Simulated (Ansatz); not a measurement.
In CsCl (CsCl type) the Cs atom of the primitive cell, with all its periodic images, is moved by 0.06 Å along [111].

```
Cs Cl
1.0
     4.20000    0.00000    0.00000
     0.00000    4.20000    0.00000
     0.00000    0.00000    4.20000
Cs Cl
1 1
Direct
  0.00825 0.00825 0.00825
  0.50000 0.50000 0.50000
```

The calculation used Ansatz, HSE06, plane waves, all-electron PAW datasets generated for the crystal, point nucleus.

Cutoff 340 eV; exchange singularity: regularized; k-mesh 4×4×4 Γ-centred; Fermi–Dirac smearing of 0.05 eV; no spin polarisation; no spin–orbit coupling.

(1) What force results?

Results:

(1) The force on it along the displacement is -0.0352 eV/Å, a force constant of 0.59 eV/Å².

```
atom  Fx (eV/Å)  Fy (eV/Å)  Fz (eV/Å)
 Cs1    -0.0203    -0.0203    -0.0203
 Cl2     0.0203     0.0203     0.0203
```
